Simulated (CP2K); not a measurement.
# PbS (Galena) (Fm-3m) in CP2K: further runs, part 3 of 3

CP2K 2026.2.

**5. Band structure, PBEsol**

pbs_bands.inp

```
&GLOBAL
  PROJECT pbs_bands
  RUN_TYPE ENERGY_FORCE
  PRINT_LEVEL LOW
&END GLOBAL
&FORCE_EVAL
  METHOD QS
  STRESS_TENSOR ANALYTICAL
  &DFT
    BASIS_SET_FILE_NAME BASIS_MOLOPT_UZH
    POTENTIAL_FILE_NAME POTENTIAL_UZH
    &MGRID
      CUTOFF 450
      REL_CUTOFF 60
      NGRIDS 4
    &END MGRID
    &QS
      METHOD GPW
      EPS_DEFAULT 1.0E-9
    &END QS
    &KPOINTS
      SCHEME MONKHORST-PACK 8 8 8
      GAMMA_CENTERED T
      SYMMETRY T
      SYMMETRY_BACKEND SPGLIB
    &END KPOINTS
    &SCF
      SCF_GUESS ATOMIC
      EPS_SCF 1.0E-6
      MAX_SCF 100
      ADDED_MOS 10
      CHOLESKY OFF
      EPS_EIGVAL 1.0E-7
      &DIAGONALIZATION ON
        ALGORITHM STANDARD
      &END DIAGONALIZATION
      &MIXING ON
        METHOD BROYDEN_MIXING
        ALPHA 0.4
        BETA 1.5
        NBUFFER 8
      &END MIXING
      &SMEAR ON
        METHOD FERMI_DIRAC
        ELECTRONIC_TEMPERATURE [K] 300.557
      &END SMEAR
    &END SCF
    &XC
      &XC_FUNCTIONAL
        &GGA_X_PBE_SOL
        &END GGA_X_PBE_SOL
        &GGA_C_PBE_SOL
        &END GGA_C_PBE_SOL
      &END XC_FUNCTIONAL
    &END XC
    &PRINT
      &KPOINTS ON
      &END KPOINTS
      &MULLIKEN ON
      &END MULLIKEN
      &MO ON
        ENERGIES T
        OCCUPATION_NUMBERS T
        &EACH
          QS_SCF 0
        &END EACH
        ADD_LAST NUMERIC
      &END MO
      &BAND_STRUCTURE
        FILE_NAME bands.bs
        ADDED_MOS 6
        &KPOINT_SET
          UNITS B_VECTOR
          NPOINTS 10
          SPECIAL_POINT GAMMA 0.00000000 0.00000000 0.00000000
          SPECIAL_POINT X 0.50000000 0.00000000 0.50000000
          SPECIAL_POINT W 0.50000000 0.25000000 0.75000000
          SPECIAL_POINT K 0.37500000 0.37500000 0.75000000
          SPECIAL_POINT GAMMA 0.00000000 0.00000000 0.00000000
          SPECIAL_POINT L 0.50000000 0.50000000 0.50000000
          SPECIAL_POINT U 0.62500000 0.25000000 0.62500000
          SPECIAL_POINT W 0.50000000 0.25000000 0.75000000
          SPECIAL_POINT L 0.50000000 0.50000000 0.50000000
          SPECIAL_POINT K 0.37500000 0.37500000 0.75000000
        &END KPOINT_SET
        &KPOINT_SET
          UNITS B_VECTOR
          NPOINTS 10
          SPECIAL_POINT U 0.62500000 0.25000000 0.62500000
          SPECIAL_POINT X 0.50000000 0.00000000 0.50000000
        &END KPOINT_SET
      &END BAND_STRUCTURE
    &END PRINT
  &END DFT
  &SUBSYS
    &CELL
      ABC 4.1942038726 4.1942038726 4.1942038726
      ALPHA_BETA_GAMMA 60.0000000005 60.0000000000 59.9999999998
      PERIODIC XYZ
    &END CELL
    &COORD
      SCALED
      Pb  0.0000000000 0.0000000000 0.0000000000
      S   0.5000000000 0.5000000000 0.5000000000
    &END COORD
    &KIND Pb
      BASIS_SET TZVP-MOLOPT-PBE-GTH-q4
      POTENTIAL GTH-PBE-q4
    &END KIND
    &KIND S
      BASIS_SET TZVP-MOLOPT-PBE-GTH-q6
      POTENTIAL GTH-PBE-q6
    &END KIND
    &PRINT
      &ATOMIC_COORDINATES ON
      &END ATOMIC_COORDINATES
      &CELL ON
      &END CELL
    &END PRINT
  &END SUBSYS
  &PRINT
    &FORCES ON
    &END FORCES
    &STRESS_TENSOR ON
    &END STRESS_TENSOR
  &END PRINT
&END FORCE_EVAL
```

Potentials or basis: POTENTIAL_UZH Pb GTH-PBE-q4, S GTH-PBE-q6; TZVP-MOLOPT-PBE-GTH basis.

The run is started by

```bash
> OMP_NUM_THREADS=2 cp2k.psmp -i pbs_bands.inp -o pbs_bands.out
```

Run time: 7.4 s. Hardware: 2 threads of Arm Neoverse V2, shared host; peak memory 0.27 GiB.

The run converged. Its results:

| Item | Value |
| --- | --- |
| Free energy | -374.3735 eV |
| Pressure | 1.5 GPa |
| Band gap on the k mesh | 0.10 eV, direct |
| Band gap along the path | 0.10 eV, direct |
| Mulliken charges | Pb +0.79; S -0.79 e |

Levels at the corners of the path, in eV from the valence-band top:
```
point  band 1  band 2  band 3  band 4  band 5  band 6  band 7  band 8  band 9  band 10
    Γ  -13.87   -6.06   -2.34   -2.34   -2.34    5.39    5.39    5.39    6.96     6.96
    X  -12.31   -7.25   -5.56   -3.69   -3.69    3.58    5.52    5.80    5.80    11.69
    W  -12.23   -8.06   -4.76   -4.76   -1.17    2.08    4.62    4.62    8.77     8.77
    K  -12.27   -8.11   -5.13   -3.20   -2.69    3.23    4.12    5.02    6.40    11.71
    Γ  -13.87   -6.06   -2.34   -2.34   -2.34    5.39    5.39    5.39    6.96     6.96
    L  -12.58   -9.06   -2.06   -2.06    0.00    0.10    1.88    1.88    9.02    12.41
    U  -12.27   -8.11   -5.13   -3.20   -2.69    3.23    4.12    5.02    6.40    11.71
    W  -12.23   -8.06   -4.76   -4.76   -1.17    2.08    4.62    4.62    8.77     8.77
    L  -12.58   -9.06   -2.06   -2.06    0.00    0.10    1.88    1.88    9.02    12.41
    K  -12.27   -8.11   -5.13   -3.20   -2.69    3.23    4.12    5.02    6.40    11.71
    U  -12.27   -8.11   -5.13   -3.20   -2.69    3.23    4.12    5.02    6.40    11.71
    X  -12.31   -7.25   -5.56   -3.69   -3.69    3.58    5.52    5.80    5.80    11.69
```

Caveat: Mulliken charges move with the basis; the potentials were made for another functional, which shifts forces and pressure; spin-orbit coupling is left out, which as a rule narrows the gap of such compounds by several tenths of an eV; the basis of atomic orbitals isn't converged, which shifts pressures, moduli and gaps.

**6. Band structure, r2SCAN**

Edit pbs_bands.inp of step 5 so:

```diff
@@ -12,5 +12,5 @@
     &MGRID
-      CUTOFF 450
+      CUTOFF 675
       REL_CUTOFF 60
-      NGRIDS 4
+      NGRIDS 5
     &END MGRID
@@ -44,3 +44,3 @@
         METHOD FERMI_DIRAC
-        ELECTRONIC_TEMPERATURE [K] 300.557
+        ELECTRONIC_TEMPERATURE 580.23
       &END SMEAR
@@ -49,6 +49,6 @@
       &XC_FUNCTIONAL
-        &GGA_X_PBE_SOL
-        &END GGA_X_PBE_SOL
-        &GGA_C_PBE_SOL
-        &END GGA_C_PBE_SOL
+        &MGGA_X_R2SCAN
+        &END MGGA_X_R2SCAN
+        &MGGA_C_R2SCAN
+        &END MGGA_C_R2SCAN
       &END XC_FUNCTIONAL
@@ -68,8 +68,13 @@
       &END MO
+      &LOWDIN ON
+      &END LOWDIN
+      &HIRSHFELD ON
+        SHAPE_FUNCTION DENSITY
+      &END HIRSHFELD
       &BAND_STRUCTURE
         FILE_NAME bands.bs
-        ADDED_MOS 6
+        ADDED_MOS 4
         &KPOINT_SET
           UNITS B_VECTOR
-          NPOINTS 10
+          NPOINTS 6
           SPECIAL_POINT GAMMA 0.00000000 0.00000000 0.00000000
@@ -87,3 +92,3 @@
           UNITS B_VECTOR
-          NPOINTS 10
+          NPOINTS 6
           SPECIAL_POINT U 0.62500000 0.25000000 0.62500000
@@ -101,13 +106,12 @@
     &COORD
-      SCALED
       Pb  0.0000000000 0.0000000000 0.0000000000
-      S   0.5000000000 0.5000000000 0.5000000000
+      S   4.1942038726 2.4215247349 1.7122765608
     &END COORD
     &KIND Pb
-      BASIS_SET TZVP-MOLOPT-PBE-GTH-q4
-      POTENTIAL GTH-PBE-q4
+      BASIS_SET TZVP-MOLOPT-SCAN-GTH-q4
+      POTENTIAL GTH-SCAN-q4
     &END KIND
     &KIND S
-      BASIS_SET TZVP-MOLOPT-PBE-GTH-q6
-      POTENTIAL GTH-PBE-q6
+      BASIS_SET TZVP-MOLOPT-SCAN-GTH-q6
+      POTENTIAL GTH-SCAN-q6
     &END KIND
```

Potentials or basis: POTENTIAL_UZH Pb GTH-SCAN-q4, S GTH-SCAN-q6; TZVP-MOLOPT-SCAN-GTH basis.

The run is started by

```bash
> OMP_NUM_THREADS=2 cp2k.psmp -i pbs_bands.inp -o pbs_bands.out
```

pbs_bands.out:

```text

 CP2K| version string:                                       CP2K version 2026.2
 CP2K| Input file name                                             pbs_bands.inp

 GLOBAL| Force Environment number                                              1
 GLOBAL| Basis set file name                                    BASIS_MOLOPT_UZH
 GLOBAL| Potential file name                                       POTENTIAL_UZH
 GLOBAL| MM Potential file name                                     MM_POTENTIAL
 GLOBAL| Coordinate file name                                      __STD_INPUT__
 GLOBAL| Method name                                                        CP2K
 GLOBAL| Project name                                                  pbs_bands
 GLOBAL| Run type                                                   ENERGY_FORCE
 GLOBAL| FFT library                                                       FFTW3
[... 5 lines left out ...]
 GLOBAL| Global print level                                                  LOW
 GLOBAL| Total number of message passing processes                             1
 GLOBAL| Number of threads for this process                                    2
 GLOBAL| CPU model name                                                  UNKNOWN
[... 509 lines left out ...]
 KPOINTS| Number of k-points in set    2                                       7
 KPOINTS| In units of b-vector [2pi/Bohr]
 KPOINTS| Special point     1           U     0.625000     0.250000     0.625000
 KPOINTS| Special point     2           X     0.500000     0.000000     0.500000

 ENERGY| Total FORCE_EVAL ( QS ) energy [hartree]            -13.869259159836853

 FORCES| Atomic forces [hartree/bohr]
 FORCES|   Atom     x               y               z               |f|
 FORCES|      1  3.25164950E-13 -2.12679430E-12  2.69433454E-12   3.44795952E-12
 FORCES|      2 -2.78486695E-13  1.80891900E-12 -2.31762277E-12   2.95315392E-12
 FORCES| Sum     4.66782547E-14 -3.17875307E-13  3.76711771E-13
 FORCES| Total atomic force                                       4.95111431E-13

 STRESS| Analytical stress tensor [bar]
 STRESS|                        x                   y                   z
 STRESS|      x        5.49014124595E+02  -1.69148847188E-03  -3.82924289148E-03
 STRESS|      y       -1.69148847188E-03   5.49001364973E+02   3.28590806847E-02
 STRESS|      z       -3.82924289148E-03   3.28590806847E-02   5.48934145884E+02
 STRESS| 1/3 Trace                                             5.48983211818E+02
 STRESS| Determinant                                           1.65453967923E+08

 STRESS| Eigenvectors and eigenvalues of the analytical stress tensor [bar]
 STRESS|                        1                   2                   3
 STRESS| Eigenvalues   5.48920661476E+02   5.49011464433E+02   5.49017509544E+02
 STRESS|      x           0.031125564497      0.737853006139      0.674243383777
 STRESS|      y          -0.376356448214      0.633574223165     -0.675973022855
 STRESS|      z           0.925951955083      0.232715803229     -0.297416092041
```

It took 16 s on 2 threads of Arm Neoverse V2, shared host; peak memory 0.43 GiB.

Results:

| Quantity | Value |
| --- | --- |
| Free energy | -377.4017 eV |
| Pressure | 0.1 GPa |
| Band gap on the k mesh | 0.47 eV, direct |
| Band gap along the path | 0.47 eV, direct |
| Mulliken charges | Pb +0.87; S -0.87 e |
| Hirshfeld charges | Pb +0.30; S -0.30 e |

Levels at the corners of the path, in eV from the valence-band top:
```csv
point,band 1,band 2,band 3,band 4,band 5,band 6,band 7,band 8,band 9,band 10
Γ,-14.34,-6.26,-2.39,-2.39,-2.39,5.30,5.30,5.30,7.75,7.75
X,-12.78,-7.58,-5.58,-3.75,-3.75,4.46,5.89,5.89,5.91,12.31
W,-12.69,-8.39,-4.79,-4.79,-1.17,2.14,5.11,5.11,9.23,9.23
K,-12.74,-8.42,-5.15,-3.24,-2.71,3.60,4.18,5.44,7.02,12.39
Γ,-14.34,-6.26,-2.39,-2.39,-2.39,5.30,5.30,5.30,7.75,7.75
L,-13.05,-9.35,-2.03,-2.03,0.00,0.47,1.90,1.90,9.97,12.97
U,-12.74,-8.42,-5.15,-3.24,-2.71,3.60,4.18,5.44,7.02,12.39
W,-12.69,-8.39,-4.79,-4.79,-1.17,2.14,5.11,5.11,9.23,9.23
L,-13.05,-9.35,-2.03,-2.03,0.00,0.47,1.90,1.90,9.97,12.97
K,-12.74,-8.42,-5.15,-3.24,-2.71,3.60,4.18,5.44,7.02,12.39
U,-12.74,-8.42,-5.15,-3.24,-2.71,3.60,4.18,5.44,7.02,12.39
X,-12.78,-7.58,-5.58,-3.75,-3.75,4.46,5.89,5.89,5.91,12.31
```

Caveat: Mulliken charges move with the basis; spin-orbit coupling is left out, which as a rule narrows the gap of such compounds by several tenths of an eV; the basis of atomic orbitals isn't converged, which shifts pressures, moduli and gaps.

**7. Band structure, TB-mBJ**

Edit pbs_bands.inp of step 6 so:

```diff
@@ -2,3 +2,3 @@
   PROJECT pbs_bands
-  RUN_TYPE ENERGY_FORCE
+  RUN_TYPE ENERGY
   PRINT_LEVEL LOW
@@ -7,3 +7,2 @@
   METHOD QS
-  STRESS_TENSOR ANALYTICAL
   &DFT
@@ -14,3 +13,3 @@
       REL_CUTOFF 60
-      NGRIDS 5
+      NGRIDS 4
     &END MGRID
@@ -44,3 +43,3 @@
         METHOD FERMI_DIRAC
-        ELECTRONIC_TEMPERATURE 580.23
+        ELECTRONIC_TEMPERATURE 116.05
       &END SMEAR
@@ -49,6 +48,6 @@
       &XC_FUNCTIONAL
-        &MGGA_X_R2SCAN
-        &END MGGA_X_R2SCAN
-        &MGGA_C_R2SCAN
-        &END MGGA_C_R2SCAN
+        &MGGA_X_TB09
+        &END MGGA_X_TB09
+        &LDA_C_PW
+        &END LDA_C_PW
       &END XC_FUNCTIONAL
@@ -68,7 +67,2 @@
       &END MO
-      &LOWDIN ON
-      &END LOWDIN
-      &HIRSHFELD ON
-        SHAPE_FUNCTION DENSITY
-      &END HIRSHFELD
       &BAND_STRUCTURE
@@ -101,4 +95,5 @@
     &CELL
-      ABC 4.1942038726 4.1942038726 4.1942038726
-      ALPHA_BETA_GAMMA 60.0000000005 60.0000000000 59.9999999998
+      A 4.1942038726 0.0000000000 0.0000000000
+      B 2.0971019363 3.6322871023 0.0000000000
+      C 2.0971019363 1.2107623674 3.4245531217
       PERIODIC XYZ
@@ -106,12 +101,13 @@
     &COORD
+      SCALED
       Pb  0.0000000000 0.0000000000 0.0000000000
-      S   4.1942038726 2.4215247349 1.7122765608
+      S   0.5000000000 0.5000000000 0.5000000000
     &END COORD
     &KIND Pb
-      BASIS_SET TZVP-MOLOPT-SCAN-GTH-q4
-      POTENTIAL GTH-SCAN-q4
+      BASIS_SET TZVP-MOLOPT-PBE-GTH-q4
+      POTENTIAL GTH-PBE-q4
     &END KIND
     &KIND S
-      BASIS_SET TZVP-MOLOPT-SCAN-GTH-q6
-      POTENTIAL GTH-SCAN-q6
+      BASIS_SET TZVP-MOLOPT-PBE-GTH-q6
+      POTENTIAL GTH-PBE-q6
     &END KIND
@@ -127,4 +123,2 @@
     &END FORCES
-    &STRESS_TENSOR ON
-    &END STRESS_TENSOR
   &END PRINT
```

Potentials or basis: POTENTIAL_UZH Pb GTH-PBE-q4, S GTH-PBE-q6; TZVP-MOLOPT-PBE-GTH basis.

The run is started by

```bash
> OMP_NUM_THREADS=2 cp2k.psmp -i pbs_bands.inp -o pbs_bands.out
```

pbs_bands.out:

```text

 CP2K| version string:                                       CP2K version 2026.2
 CP2K| Input file name                                             pbs_bands.inp

 GLOBAL| Force Environment number                                              1
 GLOBAL| Basis set file name                                    BASIS_MOLOPT_UZH
 GLOBAL| Potential file name                                       POTENTIAL_UZH
 GLOBAL| MM Potential file name                                     MM_POTENTIAL
 GLOBAL| Coordinate file name                                      __STD_INPUT__
 GLOBAL| Method name                                                        CP2K
 GLOBAL| Project name                                                  pbs_bands
 GLOBAL| Run type                                                         ENERGY
 GLOBAL| FFT library                                                       FFTW3
 GLOBAL| Diagonalization library                                       ScaLAPACK
 GLOBAL| Cholesky decomposition library                                ScaLAPACK
 GLOBAL| DGEMM library                                                      BLAS
[... 499 lines left out ...]
       2     S        2          7.295279                             -1.295279
 # Total charge                             10.000000                 -0.000000

 !-----------------------------------------------------------------------------!

 KPOINTS| Band Structure Calculation
 KPOINTS| Number of k-point sets                                               2
 KPOINTS| Number of added MOs/bands                                            4
 KPOINTS| Number of k-points in set    1                                      55
 KPOINTS| In units of b-vector [2pi/Bohr]
 KPOINTS| Special point     1       GAMMA     0.000000     0.000000     0.000000
 KPOINTS| Special point     2           X     0.500000     0.000000     0.500000
 KPOINTS| Special point     3           W     0.500000     0.250000     0.750000
 KPOINTS| Special point     4           K     0.375000     0.375000     0.750000
 KPOINTS| Special point     5       GAMMA     0.000000     0.000000     0.000000
 KPOINTS| Special point     6           L     0.500000     0.500000     0.500000
 KPOINTS| Special point     7           U     0.625000     0.250000     0.625000
 KPOINTS| Special point     8           W     0.500000     0.250000     0.750000
 KPOINTS| Special point     9           L     0.500000     0.500000     0.500000
 KPOINTS| Special point    10           K     0.375000     0.375000     0.750000
 KPOINTS| Number of k-points in set    2                                       7
 KPOINTS| In units of b-vector [2pi/Bohr]
 KPOINTS| Special point     1           U     0.625000     0.250000     0.625000
 KPOINTS| Special point     2           X     0.500000     0.000000     0.500000

 ENERGY| Total FORCE_EVAL ( QS ) energy [hartree]            -11.011245258740898
```

It took 30 s on 2 threads of Arm Neoverse V2, shared host; peak memory 0.41 GiB.

Results:

```
Band gap on the k mesh  : 0.58 eV, direct
Band gap along the path : 0.58 eV, direct
Mulliken charges        : Pb +1.30; S -1.30 e
```

Levels at the corners of the path, in eV from the valence-band top:
```csv
point,band 2,band 3,band 4,band 5,band 6,band 7,band 8,band 9
Γ,-5.71,-2.47,-2.47,-2.47,5.81,5.81,5.81,7.13
X,-6.92,-5.50,-3.74,-3.74,3.92,5.89,6.17,6.17
W,-7.78,-4.74,-4.74,-1.27,2.47,4.93,4.93,9.10
K,-7.84,-5.09,-3.27,-2.64,3.53,4.40,5.35,6.75
Γ,-5.71,-2.47,-2.47,-2.47,5.81,5.81,5.81,7.13
L,-8.82,-2.21,-2.21,0.00,0.58,2.20,2.20,9.59
U,-7.84,-5.09,-3.27,-2.64,3.53,4.40,5.35,6.75
W,-7.78,-4.74,-4.74,-1.27,2.47,4.93,4.93,9.10
L,-8.82,-2.21,-2.21,0.00,0.58,2.20,2.20,9.59
K,-7.84,-5.09,-3.27,-2.64,3.53,4.40,5.35,6.75
U,-7.84,-5.09,-3.27,-2.64,3.53,4.40,5.35,6.75
X,-6.92,-5.50,-3.74,-3.74,3.92,5.89,6.17,6.17
```

Caveat: Mulliken charges move with the basis; this is a model potential without an energy functional, so only levels have meaning; the potentials were made for another functional, which shifts forces and pressure; spin-orbit coupling is left out, which as a rule narrows the gap of such compounds by several tenths of an eV; the basis of atomic orbitals isn't converged, which shifts pressures, moduli and gaps.

**8. Overview**

```tsv
level	potentials or basis	smearing	EPS_DEFAULT	NGRIDS	points a segment of the path (NPOINTS)	bands added on the path	CUTOFF of the grids	gap on the mesh (eV)	pressure (GPa)
PBE	POTENTIAL_UZH Pb GTH-PBE-q4, S GTH-PBE-q6; TZVP-MOLOPT-PBE-GTH basis	fermi-dirac 0.01 eV	1.0E-9	5	10	4	450 Ry	0.23	2.9
PBE	POTENTIAL_UZH Pb GTH-PBE-q4, S GTH-PBE-q6; TZVP-MOLOPT-PBE-GTH basis	fermi-dirac 0.0259 eV	1.0E-10	4	6	2	450 Ry	0.23	2.9
LDA	GTH_POTENTIALS Pb GTH-PADE-q4, S GTH-PADE-q6; TZVP-MOLOPT-PBE-GTH basis	fermi-dirac 0.01 eV	1.0E-9	4	10	2	450 Ry	0.24	-3.4
PBEsol	POTENTIAL_UZH Pb GTH-PBE-q4, S GTH-PBE-q6; TZVP-MOLOPT-PBE-GTH basis	fermi-dirac 0.0259 eV	1.0E-9	4	10	6	450 Ry	0.10	1.5
r2SCAN	POTENTIAL_UZH Pb GTH-SCAN-q4, S GTH-SCAN-q6; TZVP-MOLOPT-SCAN-GTH basis	fermi-dirac 0.05 eV	1.0E-9	5	6	4	675 Ry	0.47	0.1
TB-mBJ	POTENTIAL_UZH Pb GTH-PBE-q4, S GTH-PBE-q6; TZVP-MOLOPT-PBE-GTH basis	fermi-dirac 0.01 eV	1.0E-9	4	6	4	675 Ry	0.58	-
```

Alike in all rows: task band structure; no spin polarisation; cell as given; k mesh 8 × 8 × 8.

Caveats: spin-orbit coupling is left out, which as a rule narrows the gap of such compounds by several tenths of an eV; the basis of atomic orbitals isn't converged, which shifts pressures, moduli and gaps; the potentials were made for another functional, which shifts forces and pressure (some runs); this is a model potential without an energy functional, so only levels have meaning (some runs).

Total energies depend on the potentials used, so only differences within one code and one set of settings carry meaning.
